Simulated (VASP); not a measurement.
# PbS (Cmcm) in VASP: further runs

Runs on PbS. Level: PBEsol. Tasks: single point.

Program: VASP 6.6.1. These are calculated values, not measurements. Logs are shortened: lines on timing, memory, paths and dates and some standing lists are left out, and cuts for length are marked.

### 1 Starting point

It takes space group Cmcm (No. 63, orthorhombic). Conventional cell: a = 4.160 Å, b = 11.983 Å, c = 4.279 Å, α = 90.00°, β = 90.00°, γ = 90.00°. Pb (site symmetry m2m) has 5 S at 2.69 to 2.99 Å as nearest neighbours. S (site symmetry m2m) has 5 Pb at 2.69 to 2.99 Å as nearest neighbours.

Measurements of this composition are mostly on another form, of space group No. 225.

### 2 Single point, PBEsol

INCAR

```
SYSTEM = PbS
  ALGO = Fast
  EDIFF = 1E-6
  ENCUT = 520
  GGA = PS
  ISIF = 2
  ISMEAR = 0
  LASPH = .TRUE.
  LCHARG = .FALSE.
  LREAL = .FALSE.
  LWAVE = .FALSE.
  NBANDS = 28
  NELM = 100
  PREC = Accurate
  SIGMA = 0.01
```

KPOINTS

```
k-points
0
G
  5 5 5
  0 0 0
```

POSCAR

```
PbS
1.0
    2.0799500000     -5.9913000000      0.0000000000
    2.0799500000      5.9913000000      0.0000000000
    0.0000000000      0.0000000000      4.2793200000
Pb S
2 2
Direct
    0.8694400000      0.1305600000      0.7500000000
    0.1305600000      0.8694400000      0.2500000000
    0.6452000000      0.3548000000      0.7500000000
    0.3548000000      0.6452000000      0.2500000000
```

Potentials or basis: VASP PAW PBE potentials, release 64 (Pb_d, S).

Command:

```sh
$ cat potpaw_PBE.64/Pb_d/POTCAR potpaw_PBE.64/S/POTCAR > POTCAR
$ mpirun -np 1 vasp_std > vasp.out
```

OUTCAR:

```text
SYSTEM = PbS
   EDIFF = 1E-6
   ENCUT = 520
   GGA = PS
   ISIF = 2
   ISMEAR = 0
   LASPH = .TRUE.
   LREAL = .FALSE.
   NELM = 100
   PREC = Accurate

 ion  position               nearest neighbor table
   1  0.869  0.131  0.750-   3 2.69   4 2.99   4 2.99   4 2.99   4 2.99   2 3.79   2 3.79   2 4.13
                             2 4.13   2 4.13   2 4.13
   2  0.131  0.869  0.250-   4 2.69   3 2.99   3 2.99   3 2.99   3 2.99   1 3.79   1 3.79   1 4.13
                             1 4.13   1 4.13   1 4.13
   3  0.645  0.355  0.750-   1 2.69   2 2.99   2 2.99   2 2.99   2 2.99
   4  0.355  0.645  0.250-   2 2.69   1 2.99   1 2.99   1 2.99   1 2.99

  LATTYP: Found a base centered orthorhombic cell.
 ALAT       =     4.1599000000
 B/A-ratio  =     2.8805019351
 C/A-ratio  =     1.0287074209

  Lattice vectors:

 A1 = (   2.0799500000,  -5.9913000000,   0.0000000000)
 A2 = (   2.0799500000,   5.9913000000,   0.0000000000)
 A3 = (   0.0000000000,   0.0000000000,   4.2793200000)

Analysis of symmetry for initial positions (statically):
=====================================================================
 Subroutine PRICEL returns:
 Original cell was already a primitive cell.

 Routine SETGRP: Setting up the symmetry group for a
 base centered orthorhombic supercell.

 Subroutine GETGRP returns: Found  8 space group operations
 (whereof  4 operations were pure point group operations)
 out of a pool of  8 trial point group operations.

The static configuration has the point symmetry C_2h.
 The point group associated with its full space group is D_2h.

Analysis of symmetry for dynamics (positions and initial velocities):
=====================================================================
 Subroutine PRICEL returns:
 Original cell was already a primitive cell.

 Routine SETGRP: Setting up the symmetry group for a
 base centered orthorhombic supercell.

 Subroutine GETGRP returns: Found  8 space group operations
 (whereof  4 operations were pure point group operations)
 out of a pool of  8 trial point group operations.

The dynamic configuration has the point symmetry C_2h.
 The point group associated with its full space group is D_2h.

 Subroutine INISYM returns: Found  8 space group operations
 (whereof  4 operations are pure point group operations),
 and found     1 'primitive' translations

[... 98 lines left out ...]
   EDIFF  = 0.1E-05   stopping-criterion for ELM
   LREAL  =      F    real-space projection
   EDIFFG = 0.1E-04   stopping-criterion for IOM
   NSW    =      0    number of steps for IOM
   IBRION =     -1    ionic relax: 0-MD 1-quasi-New 2-CG
   NFREE  =      0    steps in history (QN), initial steepest desc. (CG)
   ISIF   =      2    stress and relaxation
   ISYM   =      2    0-nonsym 1-usesym 2-fastsym
   POTIM  = 0.5000    time-step for ionic-motion
   TEBEG  =    0.0;   TEEND  =   0.0 temperature during run
   PSTRESS=    0.0 pullay stress
   NELECT =      40.0000    total number of electrons
   NUPDOWN=      -1.0000    fix difference up-down
   EMIN   =  10.00;   EMAX   =-10.00  energy-range for DOS
   EFERMI =   0.00;   METHOD = LEGACY
   ISMEAR =     0;   SIGMA  =   0.01  broadening in eV -4-tet -1-fermi 0-gaus
   EFERMI_NEDOS =   21; number of points for ismear=-14 and -15
   IALGO  =     68    algorithm
   IMIX   =      4    mixing-type and parameters
     AMIX     =   0.40;   BMIX     =  1.00
     AMIX_MAG =   1.60;   BMIX_MAG =  1.00
  volume/ion in A,a.u.               =      26.66       179.93
  Fermi-wavevector in a.u.,A,eV,Ry     =   1.180598  2.231006 18.963948  1.393811
  Thomas-Fermi vector in A             =   2.316887
   LORBIT       =      0    0 simple, 1 ext, 2 COOP (PROOUT), +10 PAW based schemes
   GGA     = PS    functional components
   LHFCALC =     F    Hartree Fock is set to
   AEXX    =    0.0000 exact exchange contribution
   IVDW    =     0    specifies the selected vdW correction
   LEPSILON=     F    determine dielectric tensor
   LRPA    =     F    only Hartree local field effects (RPA)
 non-spin polarized calculation
 RMM-DIIS sequential band-by-band and
 Gauss-broadening in eV      SIGMA  =   0.01
  energy-cutoff  :      520.00
  volume of cell :      106.65
 maximum number of plane-waves:      2885
   NGX = 23   NGY = 23   NGZ = 15

 number of electron      40.0000007 magnetization

 Free energy of the ion-electron system (eV)
  ---------------------------------------------------
  ext. energy  EPLUGINS =         0.00000000
  ---------------------------------------------------
  free energy    TOTEN  =       -18.74203815 eV

  energy without entropy =      -18.74203815  energy(sigma->0) =      -18.74203815

 E-fermi :   4.9292     XC(G=0):  -9.7802

 val. band max:        4.8121746244   @ k =  -0.4000   0.4000   0.4000
 cond. band min:       5.9444221629   @ k =   0.2000   0.2000   0.0000
 fundamental gap:      1.1322475385
 Fermi energy:         4.9292246540

 k-point     1 :       0.0000    0.0000    0.0000
  band No.  band energies     occupation
      1     -11.5249      2.00000
      2     -11.4236      2.00000
      3     -11.4144      2.00000
      4     -11.4117      2.00000
      5     -11.3769      2.00000
      6     -11.3735      2.00000
[... 733 lines left out ...]
     27      12.2122      0.00000
     28      12.8178      0.00000

 [... further k-points ...]

------------------------ aborting loop because EDIFF is reached ----------------------------------------

  FORCE on cell =-STRESS in cart. coord.  units (eV):
  Direction    XX          YY          ZZ          XY          YZ          ZX
  --------------------------------------------------------------------------------------
  -------------------------------------------------------------------------------------
  Total       -1.3066157     -1.0240000     -1.4284390      0.0000000      0.0000000      0.0000000
  in kB      -19.6281662    -15.3826740    -21.4582130      0.0000000      0.0000000      0.0000000
  external PRESSURE =     -18.8230178 kB  Pullay stress =       0.0000000 kB

 VOLUME and BASIS-vectors are now :
 -----------------------------------------------------------------------------
  energy-cutoff  :      520.00
  volume of cell :      106.65
      direct lattice vectors                 reciprocal lattice vectors
     2.079950000 -5.991300000  0.000000000     0.240390394 -0.083454342  0.000000000
     2.079950000  5.991300000  0.000000000     0.240390394  0.083454342  0.000000000
     0.000000000  0.000000000  4.279320000     0.000000000  0.000000000  0.233681987

 POSITION                                       TOTAL-FORCE (eV/Angst)
 -----------------------------------------------------------------------------------
      2.07995     -4.42685      3.20949         0.000000      0.033819     -0.000000
      2.07995      4.42685      1.06983         0.000000     -0.033819      0.000000
      2.07995     -1.73987      3.20949         0.000000      0.018228     -0.000000
      2.07995      1.73987      1.06983         0.000000     -0.018228     -0.000000
 -----------------------------------------------------------------------------------
    total drift:                                0.000000     -0.000000      0.000000

  FREE ENERGIE OF THE ION-ELECTRON SYSTEM (eV)
  ---------------------------------------------------
  free  energy   TOTEN  =       -18.7420381460 eV

  energy  without entropy=      -18.7420381460  energy(sigma->0) =      -18.74203815
```

OSZICAR:

```text
N       E                     dE             d eps       ncg     rms          rms(c)
DAV:   1     0.419554753430E+03    0.41955E+03   -0.18919E+04  1512   0.153E+03
DAV:   2     0.275417392183E+02   -0.39201E+03   -0.37969E+03  1532   0.402E+02
DAV:   3    -0.174334867655E+02   -0.44975E+02   -0.43815E+02  2004   0.153E+02
DAV:   4    -0.195226561181E+02   -0.20892E+01   -0.20808E+01  1792   0.344E+01
DAV:   5    -0.196096522153E+02   -0.86996E-01   -0.86977E-01  1992   0.737E+00    0.615E+00
RMM:   6    -0.187508472737E+02    0.85880E+00   -0.12658E+00  1796   0.534E+00    0.402E+00
RMM:   7    -0.187484534135E+02    0.23939E-02   -0.42604E-01  2209   0.334E+00    0.230E+00
RMM:   8    -0.187499556348E+02   -0.15022E-02   -0.80638E-02  1748   0.201E+00    0.475E-01
RMM:   9    -0.187412404795E+02    0.87152E-02   -0.20892E-02  1975   0.129E+00    0.130E-01
RMM:  10    -0.187419685301E+02   -0.72805E-03   -0.89693E-03  2380   0.659E-01    0.780E-02
RMM:  11    -0.187420993305E+02   -0.13080E-03   -0.12885E-03  2420   0.207E-01    0.855E-02
RMM:  12    -0.187420549125E+02    0.44418E-04   -0.17973E-04  2212   0.859E-02    0.396E-02
RMM:  13    -0.187420375613E+02    0.17351E-04   -0.66887E-05  1986   0.471E-02    0.185E-02
RMM:  14    -0.187420380678E+02   -0.50652E-06   -0.19901E-05  2076   0.320E-02    0.185E-02
RMM:  15    -0.187420381460E+02   -0.78205E-07   -0.36660E-06  1388   0.150E-02
   1 F= -.18742038E+02 E0= -.18742038E+02  d E =-.569049E-63
```

Run time: 63 s. Hardware: 1 thread of Intel Xeon Platinum 8488C (Sapphire Rapids), shared host; peak memory 0.28 GiB.

What came out:

```
Free energy            : -18.7420 eV
Pressure               : -1.9 GPa
Largest force          : 0.034 eV/Å
Band gap on the k mesh : 1.13 eV, indirect (least direct gap 1.20 eV)
```

Forces in eV/Å, atoms in the order of the input:
```
Pb   0.000  0.034  0.000
Pb   0.000 -0.034  0.000
S    0.000  0.018  0.000
S    0.000 -0.018  0.000
```

Caveat: the PAW data sets were made with another functional, which shifts forces and pressure a little; spin-orbit coupling is left out, which as a rule narrows the gap of such compounds by several tenths of an eV; an odd mesh through Γ misses points on the zone boundary, where band edges often lie.

### 3 Single point, PBEsol

INCAR

```
PREC     = Accurate       # precision mode
ENCUT    = 520            # plane-wave cutoff, eV
EDIFF    = 1E-6           # SCF threshold, eV
ISMEAR   = 0              # smearing method
SIGMA    = 0.01           # smearing width, eV
LREAL    = False          # projectors in reciprocal space
LASPH    = True           # aspherical terms in the spheres
NELM     = 100            # most SCF steps
ALGO     = Normal         # electronic algorithm
ISIF     = 2              # what is computed and relaxed
LWAVE    = False          # write WAVECAR
LCHARG   = False          # write CHGCAR
GGA      = PS             # functional
NBANDS   = 28             # bands
```

KPOINTS

```
Automatic mesh
0
Gamma
  5 5 5
```

POSCAR is that of step 2.

Potentials or basis: VASP PAW PBE potentials, release 64 (Pb_d, S).

Command:

```sh
$ cat potpaw_PBE.64/Pb_d/POTCAR potpaw_PBE.64/S/POTCAR > POTCAR
$ mpirun -np 1 vasp_std > vasp.out
```

Wall time 49 s (1 thread of Intel Xeon Platinum 8488C (Sapphire Rapids), shared host); peak memory 0.28 GiB.

The run converged. Its results:

| Item | Value |
| --- | --- |
| Free energy | -18.7420 eV |
| Pressure | -1.9 GPa |
| Largest force | 0.034 eV/Å |
| Band gap on the k mesh | 1.13 eV, indirect (least direct gap 1.20 eV) |

Forces on the atoms (eV/Å):
```
Pb   0.000  0.034  0.000
Pb   0.000 -0.034  0.000
S    0.000  0.018  0.000
S    0.000 -0.018  0.000
```

Stress tensor (GPa, compression positive):
```
-1.97  0.00  0.00
 0.00 -1.55  0.00
 0.00  0.00 -2.16
```

Levels at points of the mesh, in eV from the valence-band top:
```
           k point  band 17  band 18  band 19  band 20  band 21  band 22  band 23  band 24
(0.00, 0.00, 0.00)    -2.40    -1.67    -1.48    -0.50     4.59     4.60     4.82     5.52
```

Caveat: the PAW data sets were made with another functional, which shifts forces and pressure a little; spin-orbit coupling is left out, which as a rule narrows the gap of such compounds by several tenths of an eV; an odd mesh through Γ misses points on the zone boundary, where band edges often lie.
